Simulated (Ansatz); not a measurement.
The system is TiSe.

```
CELL_PARAMETERS angstrom
3.20359 0.00000 0.00000
0.00000 3.20359 0.00000
0.00000 0.00000 3.20359
ATOMIC_POSITIONS crystal
Ti 0.00000 0.00000 0.00000
Se 0.50000 0.50000 0.50000
```

The cell was built by a generator and needn't be a form met in nature.

* Program: Ansatz 0.2.0
* Task: relaxation of cell and atoms
* Functional: HF
* Potentials or basis: Ansatz PAW
* Cutoff: 420 eV (not typed: the program's choice for these potentials)
* k mesh: 4 × 4 × 4
* Occupations: fermi-dirac, width 0.05 eV
* Spin: no spin polarisation

At the start: volume 16.44 Å³/atom.

Problem. How do energy, volume and symmetry change on relaxing?

Solution. It ends after 5 steps and the volume is 17.60 Å³/atom (+7.1 %); space group Pm-3m (No. 221, to 0.05 Å).

The path:
```tsv
step	energy change (eV)	largest force (eV/Å)	volume (Å³)
1	0.0000	0.0000	32.88
2	-0.0132	0.0000	37.37
3	-0.0574	0.0000	35.44
4	-0.0582	0.0000	35.20
5	-0.0609	0.0000	35.20
```

Final structure:
```
CELL_PARAMETERS angstrom
3.27742 0.00000 0.00000
0.00000 3.27742 0.00000
0.00000 0.00000 3.27742
ATOMIC_POSITIONS crystal
Ti 0.00000 0.00000 0.00000
Se 0.50000 0.50000 0.50000
```

Caveat: the k mesh is coarse (spacing up to 0.49 Å⁻¹), so the values aren't converged, least of all with exact exchange; the plane-wave basis is chosen anew once the cell has moved, so the energies of steps on either side of that aren't comparable; the PAW data sets come from PBE, with cores solved anew for the run's functional, which leaves a small shift of forces and pressure.
